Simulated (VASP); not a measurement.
Crystal: CeO.

```
CELL_PARAMETERS angstrom
2.88810 0.00000 0.00000
0.00000 2.88810 0.00000
0.00000 0.00000 2.88810
ATOMIC_POSITIONS crystal
Ce 0.00000 0.00000 0.00000
O 0.50000 0.50000 0.50000
```

The cell comes from a database or a generator and needn't be the stable form of this composition.

Base run:

```yaml
Program: VASP 6.6.1
Functional: PBEsol
Potentials_or_basis: VASP PAW PBE potentials, release 64 (Ce, O)
Cutoff: 520 eV
k_mesh: 7 × 7 × 7
Occupations: gaussian, width 0.05 eV
Spin: collinear spin, zero start
Starting_moments: "[0.0, 0.0] μB"
Hubbard_terms: Ce f U = 2 eV
```

Its results: band gap on the k mesh none (metal or under the smearing width); pressure 34.9 GPa; net moment 0.00 μB per cell.

Problem. The run is repeated on the same cell with these changes: spin from collinear spin, zero start to collinear spin, ferromagnetic start; moments at the start from [0.0, 0.0] to [1.0, 0.0]. What comes out?

Solution. Band gap on the k mesh none (metal or under the smearing width); pressure 38.2 GPa; net moment 0.99 μB per cell; site moments Ce +0.95; O -0.02 μB.

Caveats: the magnetic or orbital state may not be the lowest; a pressure of tens of GPa on the cell as given is suspect, and the run, the potentials or the cell itself is likely at fault; the PAW data sets were made with another functional, which shifts forces and pressure a little; spin-orbit coupling is left out, which moves the levels of the heavy elements.

Not every run made on this cell is shown here.
